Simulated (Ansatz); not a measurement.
## Ti interstitial in TiC

Level of theory: DFT PBE, scalar-relativistic, plane waves, PAW (Ansatz 0.2.0). Run with 420 eV cutoff, 8×8×8 k-mesh, Gaussian smearing of 0.10 eV, no spin polarisation.

Host crystal, relaxed:

```yaml
crystal:
  lattice:
    - [0.00000, 2.16639, 2.16639]
    - [2.16639, 0.00000, 2.16639]
    - [2.16639, 2.16639, 0.00000]
  atoms:
    - { symbol: Ti, position: [0.00000, 0.00000, 0.00000] }
    - { symbol: C, position: [0.50000, 0.50000, 0.50000] }
```

Supercell of 16 atoms, rows in host cell vectors: 0 -2 2; 0 0 2; -2 0 2. Atoms relax at the host's cell, keeping the symmetry that the supercell leaves at the site. The cell is small, so energies carry finite-size errors of tenths of an eV. The host is a metal.

Defect: Ti interstitial, charge 0.

Command:

```bash
ansatz run input.yaml --threads 4 --pin off --max-ram 10240MiB --backend cpu --events-out ev --progress --plain --runs-dir out
```

The input:

```yaml
crystal:
  lattice:
    - [0.0, 4.3327798708, -4.3327798708]
    - [4.3327798708, 4.3327798708, 0.0]
    - [4.3327798708, 0.0, -4.3327798708]
  atoms:
    - { symbol: Ti, position: [0.0, 0.0, 0.5] }
    - { symbol: Ti, position: [0.0, 0.5, 0.5] }
    - { symbol: Ti, position: [0.5, 0.0, 0.5] }
    - { symbol: Ti, position: [0.5, 0.5, 0.5] }
    - { symbol: Ti, position: [0.0, 0.0, 1.0] }
    - { symbol: Ti, position: [0.0, 0.5, 1.0] }
    - { symbol: Ti, position: [0.5, 0.0, 1.0] }
    - { symbol: Ti, position: [0.5, 0.5, 1.0] }
    - { symbol: C, position: [0.25, 0.75, 0.25] }
    - { symbol: C, position: [0.25, 0.25, 0.25] }
    - { symbol: C, position: [0.75, 0.75, 0.25] }
    - { symbol: C, position: [0.75, 0.25, 0.25] }
    - { symbol: C, position: [0.25, 0.75, 0.75] }
    - { symbol: C, position: [0.25, 0.25, 0.75] }
    - { symbol: C, position: [0.75, 0.75, 0.75] }
    - { symbol: C, position: [0.75, 0.25, 0.75] }
    - { symbol: Ti, position: [0.875, 0.375, 0.875] }
basis:
  ecutwfc: 420
  xc_grid: 2
kpoints:
  mp_grid: { grid: [8, 8, 8], shift: [0.0, 0.0, 0.0] }
hamiltonian:
  xc: pbe
scf:
  occupations: { method: gaussian, width: 0.1 }
output:
  forces: true
  stress: false
  eigenvalues: true
  write_density: true
  write_potential: true
  elf: true
  volumetric_format: npy
relax:
  adjacent_minimum: "off"
  f_tol: 0.025
  max_steps: 45
```

From the output:

```
Warning: RAYON_NUM_THREADS=4 ignored (pool sized by the plan → 4); use --threads N
Crystal: 17 atoms, lattice volume = 162.678 Å³
Basis set: ecut = 420 eV, 3143 PW (Γ), exchange–correlation on 90×90×90 points (8 copies of the dense FFT grid, shifted against one another)
Bands: 87, of which v1, the nominal top of the filled ones, is band 70 counted from 1 (69 counted from 0)
Symmetry: 24 space group operations
Space group: F-43m (ITA 216), of the structure as read, at distance tolerance 5.5e-5 Å
k-points: 29 of 512 (time reversal used)
relax step   1: F+E_penalty+E_count = -24501.26287496 eV  Δ(F+E_penalty+E_count) = +0.000e0 eV  max|allowed force component| = 6.135e0 eV/Å  Δτ_max = 0.0000 Å
relax step   2: F+E_penalty+E_count = -24507.08599224 eV  Δ(F+E_penalty+E_count) = -5.823e0 eV  max|allowed force component| = 2.601e0 eV/Å  Δτ_max = 0.1781 Å
relax step   3: F+E_penalty+E_count = -24507.93344833 eV  Δ(F+E_penalty+E_count) = -8.475e-1 eV  max|allowed force component| = 1.139e0 eV/Å  Δτ_max = 0.1520 Å
relax step   4: F+E_penalty+E_count = -24508.12503921 eV  Δ(F+E_penalty+E_count) = -1.916e-1 eV  max|allowed force component| = 9.024e-2 eV/Å  Δτ_max = 0.0423 Å
relax step   5: F+E_penalty+E_count = -24508.12923413 eV  Δ(F+E_penalty+E_count) = -4.195e-3 eV  max|allowed force component| = 5.270e-3 eV/Å  Δτ_max = 0.0080 Å
SCF converged after 6 iterations
Free energy (F): -24508.129234 eV
E sigma→0 (E₀):  -24508.107756 eV
Fermi energy:    16.753388 eV
```

The relaxation gained 6.87 eV in 5 steps. Time: 63 s on 4 threads of Intel(R) Xeon(R) Processor @ 2.70GHz, on a shared host, peak memory 0.89 GiB.